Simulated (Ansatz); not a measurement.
Runs of Ansatz 0.2.0 on TiC. It takes space group Fm-3m (No. 225, cubic). Conventional cell: a = 4.331 Å, b = 4.331 Å, c = 4.331 Å, α = 90.00°, β = 90.00°, γ = 90.00°. Ti (site symmetry m-3m) has 6 C at 2.17 Å as nearest neighbours. C (site symmetry m-3m) has 6 Ti at 2.17 Å as nearest neighbours. The cell is a database's computed one.

| task | level | cell | k mesh | cutoff (eV) | smearing | basis error allowed | gap on the mesh (eV) | pressure (GPa) | relaxed volume (Å³/atom) |
| --- | --- | --- | --- | --- | --- | --- | --- | --- | --- |
| single point | PBE | as given | 11 × 11 × 11 | 313 | gaussian 0.015 eV | 0.001 eV/atom | none | 0.2 | - |
| single point | PBE | as given | 8 × 8 × 8 | 274 | fermi-dirac 0.04 eV | 0.003 eV/atom | none | 0.3 | - |
| single point | PBE | as given | 11 × 11 × 11 | 313 | gaussian 0.03 eV | 0.001 eV/atom | none | 0.2 | - |
| single point | PBE | as given | 11 × 11 × 11 | 313 | gaussian 0.019 eV | 0.001 eV/atom | none | 0.2 | - |
| phonons | LDA | as given | 8 × 8 × 8 | 329 | fermi-dirac 0.05 eV | 0.001 eV/atom | none | - | - |
| single point | PBE | as given | 11 × 11 × 11 | 313 | fermi-dirac 0.05 eV | 0.001 eV/atom | none | 0.3 | - |
| relaxation of cell and atoms | revPBE+D3(BJ) | relaxed | 11 × 11 × 11 | - | tetrahedron | 0.001 eV/atom | none | 0.0 | 9.73 |
| single point | PBE | as given | 11 × 11 × 11 | 313 | gaussian 0.014 eV | 0.001 eV/atom | none | 0.2 | - |
| single point | PBE | as given | 11 × 11 × 11 | 313 | gaussian 0.016 eV | 0.001 eV/atom | none | 0.2 | - |
| relaxation of cell and atoms | BLYP+D3(BJ) | relaxed | 11 × 11 × 11 | - | fermi-dirac 0.05 eV | 0.001 eV/atom | - | 0.0 | (a) |
| single point | PBE | as given | 11 × 11 × 11 | 313 | gaussian 0.025 eV | 0.001 eV/atom | none | 0.2 | - |

Alike in all rows: potentials or basis all-electron LAPW, scalar-relativistic; no spin polarisation.

Task: Estimate the missing entries.

Result: (a) 9.83.

Caveats: the k mesh is thin for a metal, which can move the energy by tens of meV per atom (some runs); a metal's response needs a denser mesh (some runs); pairwise dispersion overbinds metals, which lowers pressure and volume (some runs).

A k mesh can miss the band edges.

A gap of «none» marks a metal or a gap under the smearing width.

Not every run made on this cell is shown here.
